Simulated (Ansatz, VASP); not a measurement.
**Os in VASP and in Ansatz**

INCAR

```
PREC     = Accurate       # precision mode
ENCUT    = 520            # plane-wave cutoff, eV
EDIFF    = 1E-6           # SCF threshold, eV
ISMEAR   = 0              # smearing method
SIGMA    = 0.024          # smearing width, eV
LREAL    = F              # projectors in reciprocal space
LASPH    = T              # aspherical terms in the spheres
NELM     = 80             # most SCF steps
ALGO     = Fast           # electronic algorithm
ISIF     = 2              # what is computed and relaxed
LWAVE    = F              # write WAVECAR
LCHARG   = F              # write CHGCAR
GGA      = PE             # functional
NBANDS   = 15             # bands
```

File KPOINTS:

```
regular mesh
0
Gamma
  11 11 6
```

The input POSCAR:

```
Os
1.0
    2.7341000000      0.0000000000      0.0000000000
   -1.3670500000      2.3678000565      0.0000000000
    0.0000000000      0.0000000000      4.3197000000
Os
2
Direct
    0.6666666667      0.3333333333      0.7500000000
    0.3333333333      0.6666666667      0.2500000000
```

input.yaml

```yaml
crystal:
  lattice:
    - [2.7341, 0.0, 0.0]
    - [-1.36705, 2.3678000565, 0.0]
    - [0.0, 0.0, 4.3197]
  atoms:
    - { symbol: Os, position: [0.6666666667, 0.3333333333, 0.75] }
    - { symbol: Os, position: [0.3333333333, 0.6666666667, 0.25] }
hamiltonian:
  xc: pbe
  pseudopotentials: { kind: paw }
kpoints:
  mp_grid: { grid: [11, 11, 6] }
scf:
  occupations: { method: gaussian, width: 0.024 }
output:
  forces: true
  stress: true
  eigenvalues: true
```

Alike in both runs: task single point; functional PBE; k mesh 11 × 11 × 6; occupations gaussian, width 0.024 eV; no spin polarisation.

```csv
,VASP,Ansatz
version,VASP 6.6.1,Ansatz 0.2.0
potentials or method,"VASP PAW PBE potentials, release 64 (Os)",Ansatz PAW
plane-wave cutoff (eV),520,420
valence electrons in the cell,16,32
```

Ansatz gave:

* gap on the k mesh at the Fermi level (eV): none
* pressure (GPa): 8.8
* largest component of the traceless stress (GPa): 0.25

Problem. Which values does VASP return?

Solution. gap on the k mesh at the Fermi level (eV): none; pressure (GPa): 8.7; largest component of the traceless stress (GPa): 0.20.

A gap of «none» marks a metal or a gap that the smearing closes. The two sets of potentials don't hold the same shells in valence.

The runs have no spin-orbit coupling, so splittings on Os are missing.
